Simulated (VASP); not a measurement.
# GaP (F-43m) in VASP: notebook, part 3 of 3

VASP 6.6.1. Earlier steps stand in the parts before.

**5. G0W0 quasiparticle levels, PBE**

POSCAR reads:

```
GaP
1.0
    0.0000000000      2.7252500000      2.7252500000
    2.7252500000      0.0000000000      2.7252500000
    2.7252500000      2.7252500000      0.0000000000
Ga P
1 1
Direct
    0.0000000000      0.0000000000      0.0000000000
    0.7500000000      0.7500000000      0.7500000000
```

INCAR.step1 reads:

```
ALGO = Fast
EDIFF = 1E-8
ENCUT = 450
GGA = PE
ISMEAR = 0
LASPH = T
LCHARG = F
LREAL = F
LWAVE = T
NELM = 100
PREC = Accurate
SIGMA = 0.01
```

INCAR.step2 reads:

```
ALGO = Exact
EDIFF = 1E-8
ENCUT = 450
GGA = PE
ISMEAR = 0
ISTART = 1
LASPH = T
LCHARG = F
LOPTICS = T
LREAL = F
LWAVE = T
NBANDS = 57
NELM = 1
PREC = Accurate
SIGMA = 0.01
```

INCAR.step3 reads:

```
ALGO = EVGW0
EDIFF = 1E-8
ENCUT = 450
ENCUTGW = 75
GGA = PE
ISMEAR = 0
ISTART = 1
LASPH = T
LCHARG = F
LREAL = F
LWAVE = F
NBANDS = 57
NBANDSGW = 17
NELMGW = 1
NOMEGA = 48
PREC = Accurate
PRECFOCK = Fast
SIGMA = 0.01
```

KPOINTS reads:

```
k-points
0
Gamma
  3 3 3
```

Potentials or basis: VASP PAW PBE potentials, release 64 (Ga_d_GW, P_GW).

Command:

```
cat potpaw_PBE.64/Ga_d_GW/POTCAR potpaw_PBE.64/P_GW/POTCAR > POTCAR
cp INCAR.step1 INCAR
mpirun -np 1 vasp_std > vasp.out
cp INCAR.step2 INCAR
mpirun -np 1 vasp_std > vasp.out
cp INCAR.step3 INCAR
mpirun -np 1 vasp_std > vasp.out
```

OUTCAR:

```text
EDIFF = 1E-8
   ENCUT = 450
   ENCUTGW = 75
   GGA = PE
   ISMEAR = 0
   ISTART = 1
   LASPH = T
   LREAL = F
   NELMGW = 1
   PREC = Accurate
   PRECFOCK = Fast

 Found      4 irreducible k-points:

 Following reciprocal coordinates:
            Coordinates               Weight
  0.000000  0.000000  0.000000      1.000000
  0.333333  0.000000  0.000000      8.000000
  0.333333  0.333333  0.000000      6.000000
 -0.333333  0.333333  0.000000     12.000000
   k-points           NKPTS =      4   k-points in BZ     NKDIM =     27   number of bands    NBANDS=     57
   number of dos      NEDOS =    301   number of ions     NIONS =      2
   total plane-waves  NPLWV =  21952
   dimension x,y,z NGX =    28 NGY =   28 NGZ =   28
   dimension x,y,z NGXF=    56 NGYF=   56 NGZF=   56
   ions per type =               1   1
   NGX,Y,Z   is equivalent  to a cutoff of  12.08, 12.08, 12.08 a.u.
   NGXF,Y,Z  is equivalent  to a cutoff of  24.16, 24.16, 24.16 a.u.
 SYSTEM =  unknown system
   PREC   = accura    normal or accurate (medium, high low for compatibility)
   ISTART =      1    job   : 0-new  1-cont  2-samecut
   ICHARG =      0    charge: 1-file 2-atom 10-const
   ISPIN  =      1    spin polarized calculation?
   LNONCOLLINEAR =      F non collinear calculations
   LSORBIT =      F    spin-orbit coupling
   LASPH  =      T    aspherical Exc in radial PAW
   ENCUT  =  450.0 eV  33.07 Ry    5.75 a.u.   6.67  6.67  6.67*2*pi/ulx,y,z
   NELM   =     60;   NELMIN=  2; NELMDL=  0     # of ELM steps
   EDIFF  = 0.1E-07   stopping-criterion for ELM
   LREAL  =      F    real-space projection
   EDIFFG = 0.1E-06   stopping-criterion for IOM
   NSW    =      0    number of steps for IOM
   IBRION =     -1    ionic relax: 0-MD 1-quasi-New 2-CG
   NFREE  =      0    steps in history (QN), initial steepest desc. (CG)
   ISIF   =      0    stress and relaxation
   ISYM   =      3    0-nonsym 1-usesym 2-fastsym
   POTIM  = 0.5000    time-step for ionic-motion
   TEBEG  =    0.0;   TEEND  =   0.0 temperature during run
   PSTRESS=    0.0 pullay stress
   NELECT =      18.0000    total number of electrons
   NUPDOWN=      -1.0000    fix difference up-down
   EMIN   =  10.00;   EMAX   =-10.00  energy-range for DOS
   EFERMI =   0.00;   METHOD = LEGACY
   ISMEAR =     0;   SIGMA  =   0.01  broadening in eV -4-tet -1-fermi 0-gaus
   EFERMI_NEDOS =   21; number of points for ismear=-14 and -15
   IALGO  =     38    algorithm
   IMIX   =      4    mixing-type and parameters
     AMIX     =   0.40;   BMIX     =  1.00
     AMIX_MAG =   1.60;   BMIX_MAG =  1.00
  volume/ion in A,a.u.               =      20.24       136.59
  Fermi-wavevector in a.u.,A,eV,Ry     =   1.249538  2.361284 21.243377  1.561344
  Thomas-Fermi vector in A             =   2.383574
   LORBIT       =      0    0 simple, 1 ext, 2 COOP (PROOUT), +10 PAW based schemes
   GGA     = PE    functional components
   LHFCALC =     T    Hartree Fock is set to
   PRECFOCK=fast      Normal, Fast or Accurate (Low or Medium for compatibility)
   ENCUT4O =  -1.0   cutoff for four orbital integrals eV
   NKREDX  =     1    reduce k-point grid by
   NKREDY  =     1    reduce k-point grid by
   NKREDZ  =     1    reduce k-point grid by
   AEXX    =    1.0000 exact exchange contribution
   HFSCREEN=    0.0000 screening length (either q_TF or 0.3 A-1)
   HFSCREENC=   0.0000 screening length for correlation (either q_TF or 0.3 A-1)
   ENCUTFOCK=  -1.0 apply spherical cutoff to Coloumb kernel
   IVDW    =     0    specifies the selected vdW correction
   LEPSILON=     F    determine dielectric tensor
   LRPA    =     F    only Hartree local field effects (RPA)
   LRPAFORCE           =     F    calculate RPA forces
   ENCUTGW             =  75.0    cutoff for response function in eV
   ENCUTGWSOFT         =  60.0    soft cutoff for Coulomb kernel in GW response function in eV
   ENCUTLF             =  -1.0    cutoff for local field effects
   NELMGW              =     1    number of iterations in solving QP/BSE equation
   NELMHF              =     1    number of iterations in the inner HF iteration
   NKREDLFX            =     1    NKREDLFY  =   1   NKREDLFZ  =   1
 non-spin polarized calculation
 Gauss-broadening in eV      SIGMA  =   0.01
  energy-cutoff  :      450.00
  volume of cell :       40.48
 maximum number of plane-waves:       893
 NGX is ok and might be reduce to    28
  NGX = 16; NGY = 16; NGZ = 16
   NGX = 13   NGY = 13   NGZ = 13
 maximum number of plane-waves:        64
 NGX is ok and might be reduce to    14

 QP shifts <psi_nk| G(iteration)W_0 |psi_nk>: iteration 1
 for sc-GW calculations column KS-energies equals QP-energies in previous step
 and V_xc(KS)=  KS-energies - (<T + V_ion + V_H > + <T+V_H+V_ion>^1  + <V_x>^1)

 k-point   1 :       0.0000    0.0000    0.0000
  band No.  KS-energies  QP-energies   sigma(KS)   V_xc(KS)     V^pw_x(r,r')   Z            occupation Imag(sigma)

      1     -10.1855     -13.3004     -26.1800     -21.6845     -35.0252       0.6929       2.0000       0.2600
      2     -10.1855     -13.3004     -26.1800     -21.6845     -35.0252       0.6929       2.0000       0.2600
      3     -10.1855     -13.3004     -26.1800     -21.6845     -35.0252       0.6929       2.0000       0.2600
      4     -10.0899     -13.2440     -26.3415     -21.8031     -35.1436       0.6950       2.0000       0.2270
      5     -10.0899     -13.2440     -26.3415     -21.8031     -35.1436       0.6950       2.0000       0.2270
      6      -8.0299      -8.3418     -11.7925     -11.3535     -18.6291       0.7106       2.0000       1.2282
[... 9 lines left out ...]
     16      14.1509      14.6448     -10.1770     -10.8284      -4.9890       0.7582       0.0000      -0.2601
     17      16.8528      16.8525      -8.1667      -8.1664      -2.3911       0.7756       0.0000      -0.5220
[... 46 lines left out ...]
      1     -10.2739     -13.2734     -25.6867     -21.3467     -34.5251       0.6911       2.0000       0.3025
      2     -10.1480     -13.2993     -26.2642     -21.7434     -35.0963       0.6970       2.0000       0.2521
      3     -10.1366     -13.3050     -26.3035     -21.7834     -35.1500       0.7010       2.0000       0.2554
      4     -10.1004     -13.2478     -26.3059     -21.7746     -35.1095       0.6946       2.0000       0.2263
      5     -10.0831     -13.2605     -26.3493     -21.8123     -35.1572       0.7003       2.0000       0.2228
      6      -5.2808      -5.6249     -13.1338     -12.6406     -19.1783       0.6977       2.0000       0.7387
[... 9 lines left out ...]
     16      19.4742      19.7111      -8.8840      -9.1973      -2.7823       0.7560       0.0000      -0.6752
     17      20.2154      20.7069      -9.9869     -10.6356      -3.3956       0.7578       0.0000      -0.9139
```

OUTCAR.step1:

```text
EDIFF = 1E-8
   ENCUT = 450
   GGA = PE
   ISMEAR = 0
   LASPH = T
[... 172 lines left out ...]
 -----------------------------------------------------------------------------------
      0.00000      0.00000      0.00000         0.000000      0.000000      0.000000
      4.08788      4.08788      4.08788        -0.000000     -0.000000     -0.000000
 -----------------------------------------------------------------------------------
    total drift:                               -0.000012     -0.000012     -0.000011

  FREE ENERGIE OF THE ION-ELECTRON SYSTEM (eV)
  ---------------------------------------------------
  free  energy   TOTEN  =        -8.5981966146 eV

  energy  without entropy=       -8.5981966146  energy(sigma->0) =       -8.59819661
```

OUTCAR.step2:

```text
EDIFF = 1E-8
   ENCUT = 450
   GGA = PE
   ISMEAR = 0
[... 538 lines left out ...]
  --------------------------------------------------------------------------------------------------------------
     0.00000    29.35321    29.35321    29.35321     0.00000     0.00000     0.00000
     0.86709    32.73486    32.73486    32.73486     0.00000     0.00000     0.00000
     1.73418    58.73473    58.73473    58.73473     0.00000     0.00000     0.00000
     2.60127    80.39903    80.39903    80.39903     0.00000     0.00000     0.00000
     3.46836     9.01334     9.01334     9.01334     0.00000    -0.00000     0.00000
     4.33545    19.99900    19.99900    19.99900     0.00000    -0.00000     0.00000
[... 92 lines left out ...]
    84.97474     0.92417     0.92417     0.92417    -0.00000    -0.00000    -0.00000
    85.84183     0.92608     0.92608     0.92608    -0.00000    -0.00000    -0.00000
```

Wall time 32 s (1 thread of Intel Xeon Platinum 8259CL at 2.50GHz (Skylake/Cascade Lake), shared host); peak memory 0.25 GiB.

The run converged, but some of its settings lie outside the range that counts as converged, so its numbers aren't taken as properties of the crystal.

Results:

| Property | Result |
| --- | --- |
| Band gap on the k mesh, mean-field level | 1.70 eV, indirect (least direct gap 1.80 eV) |
| Quasiparticle gap | 2.15 eV |
| Least direct quasiparticle gap | 2.73 eV |

Caveat: the k mesh is coarse (spacing up to 0.67 Å⁻¹), so the values aren't converged; bands, screening cutoff and mesh are small and nothing is extrapolated, so the quasiparticle values aren't converged; an odd mesh through Γ misses points on the zone boundary, where band edges often lie.

**6. G0W0 quasiparticle levels, PBE**

POSCAR is that of step 5.

INCAR.step1, as its differences from that of step 5:

```diff
@@ -2,3 +2,3 @@
 EDIFF = 1E-8
-ENCUT = 450
+ENCUT = 350
 GGA = PE
```

INCAR.step2, as its differences from that of step 5:

```diff
@@ -2,3 +2,3 @@
 EDIFF = 1E-8
-ENCUT = 450
+ENCUT = 350
 GGA = PE
```

INCAR.step3, as its differences from that of step 5:

```diff
@@ -2,4 +2,4 @@
 EDIFF = 1E-8
-ENCUT = 450
-ENCUTGW = 75
+ENCUT = 350
+ENCUTGW = 150
 GGA = PE
```

KPOINTS is that of step 5.

Potentials or basis: VASP PAW PBE potentials, release 64 (Ga_d_GW, P_GW).

Command:

```
cat potpaw_PBE.64/Ga_d_GW/POTCAR potpaw_PBE.64/P_GW/POTCAR > POTCAR
cp INCAR.step1 INCAR
mpirun -np 1 vasp_std > vasp.out
cp INCAR.step2 INCAR
mpirun -np 1 vasp_std > vasp.out
cp INCAR.step3 INCAR
mpirun -np 1 vasp_std > vasp.out
```

OUTCAR:

```text
EDIFF = 1E-8
   ENCUT = 350
   ENCUTGW = 150
   GGA = PE
   ISMEAR = 0
   ISTART = 1
   LASPH = T
   LREAL = F
   NELMGW = 1
   PREC = Accurate
   PRECFOCK = Fast

 Found      4 irreducible k-points:

 Following reciprocal coordinates:
            Coordinates               Weight
  0.000000  0.000000  0.000000      1.000000
  0.333333  0.000000  0.000000      8.000000
  0.333333  0.333333  0.000000      6.000000
 -0.333333  0.333333  0.000000     12.000000
   k-points           NKPTS =      4   k-points in BZ     NKDIM =     27   number of bands    NBANDS=     57
   number of dos      NEDOS =    301   number of ions     NIONS =      2
   total plane-waves  NPLWV =  13824
   dimension x,y,z NGX =    24 NGY =   24 NGZ =   24
   dimension x,y,z NGXF=    48 NGYF=   48 NGZF=   48
   ions per type =               1   1
   NGX,Y,Z   is equivalent  to a cutoff of  10.35, 10.35, 10.35 a.u.
   NGXF,Y,Z  is equivalent  to a cutoff of  20.70, 20.70, 20.70 a.u.
 SYSTEM =  unknown system
   PREC   = accura    normal or accurate (medium, high low for compatibility)
[... 32 lines left out ...]
   LORBIT       =      0    0 simple, 1 ext, 2 COOP (PROOUT), +10 PAW based schemes
   GGA     = PE    functional components
   LHFCALC =     T    Hartree Fock is set to
   PRECFOCK=fast      Normal, Fast or Accurate (Low or Medium for compatibility)
   ENCUT4O =  -1.0   cutoff for four orbital integrals eV
   NKREDX  =     1    reduce k-point grid by
   NKREDY  =     1    reduce k-point grid by
   NKREDZ  =     1    reduce k-point grid by
   AEXX    =    1.0000 exact exchange contribution
   HFSCREEN=    0.0000 screening length (either q_TF or 0.3 A-1)
   HFSCREENC=   0.0000 screening length for correlation (either q_TF or 0.3 A-1)
   ENCUTFOCK=  -1.0 apply spherical cutoff to Coloumb kernel
   IVDW    =     0    specifies the selected vdW correction
   LEPSILON=     F    determine dielectric tensor
   LRPA    =     F    only Hartree local field effects (RPA)
   LRPAFORCE           =     F    calculate RPA forces
   ENCUTGW             = 150.0    cutoff for response function in eV
   ENCUTGWSOFT         = 120.0    soft cutoff for Coulomb kernel in GW response function in eV
   ENCUTLF             =  -1.0    cutoff for local field effects
   NELMGW              =     1    number of iterations in solving QP/BSE equation
   NELMHF              =     1    number of iterations in the inner HF iteration
   NKREDLFX            =     1    NKREDLFY  =   1   NKREDLFZ  =   1
 non-spin polarized calculation
 Gauss-broadening in eV      SIGMA  =   0.01
  energy-cutoff  :      350.00
  volume of cell :       40.48
 maximum number of plane-waves:       612
  NGX = 14; NGY = 14; NGZ = 14
   NGX = 11   NGY = 11   NGZ = 11
 maximum number of plane-waves:       172

 QP shifts <psi_nk| G(iteration)W_0 |psi_nk>: iteration 1
 for sc-GW calculations column KS-energies equals QP-energies in previous step
 and V_xc(KS)=  KS-energies - (<T + V_ion + V_H > + <T+V_H+V_ion>^1  + <V_x>^1)

 k-point   1 :       0.0000    0.0000    0.0000
  band No.  KS-energies  QP-energies   sigma(KS)   V_xc(KS)     V^pw_x(r,r')   Z            occupation Imag(sigma)

      1     -10.2272     -12.5028     -25.0013     -21.6833     -34.9703       0.6858       2.0000       0.2621
      2     -10.2272     -12.5028     -25.0013     -21.6833     -34.9703       0.6858       2.0000       0.2621
      3     -10.2272     -12.5028     -25.0013     -21.6833     -34.9703       0.6858       2.0000       0.2621
      4     -10.1325     -12.4338     -25.1482     -21.8014     -35.0712       0.6876       2.0000       0.2182
      5     -10.1325     -12.4338     -25.1482     -21.8014     -35.0712       0.6876       2.0000       0.2182
      6      -8.0306      -8.4115     -11.8852     -11.3537     -18.6276       0.7166       2.0000       1.2265
[... 59 lines left out ...]
      3     -10.1762     -12.4820     -25.1084     -21.7813     -35.0874       0.6930       2.0000       0.2572
      4     -10.1390     -12.4356     -25.1142     -21.7724     -35.0371       0.6872       2.0000       0.2190
      5     -10.1178     -12.4346     -25.1505     -21.8060     -35.0765       0.6927       2.0000       0.2140
      6      -5.2825      -5.6797     -13.2043     -12.6337     -19.1650       0.6962       2.0000       0.7329
[... 9 lines left out ...]
     16      19.4736      19.6914      -8.9097      -9.1978      -2.7805       0.7558       0.0000      -0.6818
     17      20.2158      20.6687     -10.0300     -10.6272      -3.3896       0.7583       0.0000      -0.9358
```

OUTCAR.step1:

```text
EDIFF = 1E-8
   ENCUT = 350
   GGA = PE
   ISMEAR = 0
   LASPH = T
[... 171 lines left out ...]
 -----------------------------------------------------------------------------------
      0.00000      0.00000      0.00000         0.000000      0.000000      0.000000
      4.08788      4.08788      4.08788        -0.000000     -0.000000     -0.000000
 -----------------------------------------------------------------------------------
    total drift:                               -0.000001     -0.000001     -0.000001

  FREE ENERGIE OF THE ION-ELECTRON SYSTEM (eV)
  ---------------------------------------------------
  free  energy   TOTEN  =        -8.5426738739 eV

  energy  without entropy=       -8.5426738739  energy(sigma->0) =       -8.54267387
```

OUTCAR.step2:

```text
EDIFF = 1E-8
   ENCUT = 350
   GGA = PE
   ISMEAR = 0
[... 537 lines left out ...]
  --------------------------------------------------------------------------------------------------------------
     0.00000    29.32498    29.32498    29.32498    -0.00000    -0.00000     0.00000
     0.86762    32.70264    32.70264    32.70264    -0.00000    -0.00000     0.00000
     1.73525    58.67207    58.67207    58.67207    -0.00000    -0.00000     0.00000
     2.60287    80.33663    80.33663    80.33663    -0.00000    -0.00000     0.00000
     3.47050     9.28550     9.28550     9.28550    -0.00000    -0.00000    -0.00000
     4.33812    20.25148    20.25148    20.25148    -0.00000    -0.00000     0.00000
[... 92 lines left out ...]
    85.02716     0.92442     0.92442     0.92442     0.00000     0.00000    -0.00000
    85.89479     0.92632     0.92632     0.92632     0.00000     0.00000    -0.00000
```

Wall time 27 s (1 thread of Intel Xeon Platinum 8259CL at 2.50GHz (Skylake/Cascade Lake), shared host); peak memory 0.18 GiB.

The run converged, but a check on its numbers failed (symmetry, net force, bounds or a known fault of this set-up), so they aren't taken as properties of the crystal.

Caveat: the k mesh is coarse (spacing up to 0.67 Å⁻¹), so the values aren't converged; the cutoff lies under the usual one of these potentials, so the numbers hold a large basis-set error; bands, screening cutoff and mesh are small and nothing is extrapolated, so the quasiparticle values aren't converged; an odd mesh through Γ misses points on the zone boundary, where band edges often lie.
